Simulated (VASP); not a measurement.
**LiH in VASP 6.6.1, relaxation**

INCAR

```
LASPH = .TRUE.
NSW = 40
EDIFFG = -5E-3
ISMEAR = -1
IBRION = 2
ISIF = 2
ENCUT = 600
NELM = 120
NBANDS = 9
LREAL = .FALSE.
PREC = Accurate
LWAVE = .FALSE.
GGA = PS
LCHARG = .FALSE.
SIGMA = 0.02
EDIFF = 1E-7
```

KPOINTS

```
KPOINTS created by Atomic Simulation Environment
0
Gamma
10 10 10
0 0 0
```

POSCAR

```
Li H
 1.0000000000000000
    -0.0000000000000000    2.0029948450773136    2.0029948450773136
     2.0029948450773136    0.0000000000000000    2.0029948450773136
     2.0029948450773136    2.0029948450773136    0.0000000000000000
 Li  H
   1   1
Cartesian
 -0.0000000000000000  0.0000000000000000  0.0000000000000000
  2.0029948450773136  2.0029948450773136  2.0029948450773136
```

The recommended PBE PAW datasets give the neutral cell 4 valence electrons.

Command

```
mpirun -np 1 vasp_std
```

OSZICAR

```
N       E                     dE             d eps       ncg     rms          rms(c)
DAV:   1    -0.924502220528E+00   -0.92450E+00   -0.14936E+03   846   0.432E+02
DAV:   2    -0.622819877332E+01   -0.53037E+01   -0.52709E+01  1153   0.590E+01
DAV:   3    -0.634392473804E+01   -0.11573E+00   -0.11563E+00  1073   0.726E+00
DAV:   4    -0.634482093699E+01   -0.89620E-03   -0.89605E-03  1120   0.531E-01
DAV:   5    -0.634482925671E+01   -0.83197E-05   -0.83195E-05  1030   0.392E-02    0.269E+00
DAV:   6    -0.617585463264E+01    0.16897E+00   -0.14242E-01   950   0.115E+00    0.134E+00
DAV:   7    -0.611970488300E+01    0.56150E-01   -0.17263E-01   983   0.144E+00    0.201E-01
DAV:   8    -0.612085084263E+01   -0.11460E-02   -0.36727E-03   973   0.431E-01    0.334E-02
DAV:   9    -0.612081357607E+01    0.37267E-04   -0.10375E-04  1067   0.427E-02    0.722E-03
DAV:  10    -0.612081239637E+01    0.11797E-05   -0.44219E-06   978   0.162E-02    0.256E-03
DAV:  11    -0.612081220735E+01    0.18902E-06   -0.14072E-07  1118   0.248E-03    0.645E-04
DAV:  12    -0.612081192647E+01    0.28089E-06   -0.32953E-09   594   0.543E-04    0.630E-04
DAV:  13    -0.612081204349E+01   -0.11702E-06   -0.82503E-09   551   0.515E-04    0.467E-05
DAV:  14    -0.612081204921E+01   -0.57261E-08   -0.49514E-10   492   0.175E-04
   1 F= -.61208120E+01 E0= -.61208120E+01  d E =-.612081E+01
```

From OUTCAR

```
k-points           NKPTS =     47   k-points in BZ     NKDIM =     47   number of bands    NBANDS=      9

   NELECT =       4.0000    total number of electrons

   dimension x,y,z NGX =    24 NGY =   24 NGZ =   24
   dimension x,y,z NGXF=    48 NGYF=   48 NGZF=   48

  energy-cutoff  :      600.00
  volume of cell :       16.07
      direct lattice vectors                 reciprocal lattice vectors
     0.000000000  2.002994845  2.002994845    -0.249626204  0.249626204  0.249626204
     2.002994845  0.000000000  2.002994845     0.249626204 -0.249626204  0.249626204
     2.002994845  2.002994845  0.000000000     0.249626204  0.249626204 -0.249626204

 k-points in reciprocal lattice and weights: KPOINTS created by Atomic Simulation Env
   0.00000000  0.00000000  0.00000000       0.001
   0.10000000  0.00000000  0.00000000       0.008
   0.20000000  0.00000000  0.00000000       0.008
   0.30000000  0.00000000  0.00000000       0.008
   0.40000000  0.00000000  0.00000000       0.008
   0.50000000  0.00000000  0.00000000       0.004
   0.10000000  0.10000000  0.00000000       0.006
   0.20000000  0.10000000  0.00000000       0.024
   ...

 E-fermi :   0.5452

 k-point     1 :       0.0000    0.0000    0.0000
  band No.  band energies     occupation
      1     -43.5321      2.00000
      2      -5.3855      2.00000
      3      16.2843      0.00000
      4      17.9121      0.00000
      5      17.9121      0.00000
      6      17.9121      0.00000
      7      22.5279      0.00000
      8      22.5279      0.00000
      9      22.5279      0.00000

 k-point     2 :       0.1000    0.0000    0.0000
  band No.  band energies     occupation
      1     -43.5273      2.00000
      2      -5.2080      2.00000
      3      14.7208      0.00000
      4      16.9589      0.00000
      5      17.5123      0.00000
      6      17.5123      0.00000
      7      21.9589      0.00000
      8      23.3769      0.00000
      9      23.3769      0.00000

 k-point     3 :       0.2000    0.0000    0.0000
  band No.  band energies     occupation
      1     -43.5148      2.00000
      2      -4.6883      2.00000
      3      11.3871      0.00000
      4      15.7149      0.00000
      5      16.8721      0.00000
      6      16.8721      0.00000
      7      22.8189      0.00000
      8      23.2229      0.00000
      9      23.2229      0.00000

 k-point     4 :       0.3000    0.0000    0.0000
  band No.  band energies     occupation
      1     -43.4993      2.00000
      2      -3.8844      2.00000
      3       8.2064      0.00000
      4      14.6691      0.00000
      5      16.4837      0.00000
      6      16.4837      0.00000
      7      21.1644      0.00000
      8      21.1644      0.00000
      9      24.3849      0.00000

 k-point     5 :       0.4000    0.0000    0.0000
  band No.  band energies     occupation
      1     -43.4869      2.00000
      2      -2.9950      2.00000
      3       5.8240      0.00000
      4      13.9833      0.00000
      5      16.4203      0.00000
      6      16.4203      0.00000
      7      19.6659      0.00000
      8      19.6659      0.00000
      9      26.2328      0.00000

 ...

  Total       -0.0849885     -0.0849885     -0.0849885      0.0000000      0.0000000      0.0000000
  in kB       -8.4723025     -8.4723025     -8.4723025      0.0000000      0.0000000      0.0000000
  external PRESSURE =      -8.4723025 kB  Pullay stress =       0.0000000 kB

 POSITION                                       TOTAL-FORCE (eV/Angst)
 -----------------------------------------------------------------------------------
      0.00000      0.00000      0.00000         0.000000      0.000000      0.000000
      2.00299      2.00299      2.00299         0.000000     -0.000000     -0.000000
 -----------------------------------------------------------------------------------
    total drift:                                0.000000     -0.000000     -0.000000

  FREE ENERGIE OF THE ION-ELECTRON SYSTEM (eV)
  ---------------------------------------------------
  free  energy   TOTEN  =        -6.1208120492 eV

  energy  without entropy=       -6.1208120492  energy(sigma->0) =       -6.12081205
```

It converged. Results: relaxed cell vector lengths 2.833, 2.833, 2.833 Å; relaxed cell volume 16.07 Å³.

For comparison, a separate PBEsol relaxation on usual settings, not on those above, ends at 15.69 Å³.

The run above took about 3.1 s on one core of a shared host (Intel Xeon 6975P-C) and held 0.13 GiB at most.
